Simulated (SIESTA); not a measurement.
Mo under changes of volume

One of the cells (16.209 Å³/atom); the others are scaled copies at fixed shape and fractional positions:

```
Mo
1.0
    -1.59430    1.59430    1.59430
     1.59430   -1.59430    1.59430
     1.59430    1.59430   -1.59430
Mo
1
Direct
  0.00000 0.00000 0.00000
```

- Program: SIESTA 5.4.2
- Functional: PBEsol
- Potentials or basis: PseudoDojo 0.4 standard (PBEsol files)
- Basis: DZP (energy shift 0.003 Ry; two zetas on semicore shells)
- Grid cutoff: 800 Ry
- Energy shift: 0.003 Ry
- k mesh: 12 × 12 × 12
- Occupations: fermi-dirac, width 0.05 eV
- Spin: no spin polarisation

```tsv
volume (Å³/atom)	energy over the lowest point (meV/atom)	pressure (GPa)
14.938	?	?
15.256	3.57	4.9
15.574	0.00	-1.1
16.209	25.99	-11.5
16.527	53.26	-15.9
16.845	88.74	-19.7
```

Task: What does the run at 14.938 Å³/atom give?

Result: Energy over the lowest point 19.66 meV/atom; pressure 11.6 GPa.

Worked out: A Birch-Murnaghan fit of order 3 (a polynomial in V^(-2/3)) to the other rows has its minimum at 15.51 Å³/atom with B0 = V·E''(V) = 288 GPa and B' = 4.5. It gives 19.97 meV/atom at 14.938 Å³/atom, against the run's 19.66, and -dE/dV = 11.8 GPa, against 11.6.

Energies are extrapolated to zero smearing.

Caveats: the basis of atomic orbitals isn't converged, which shifts pressures, moduli and gaps.
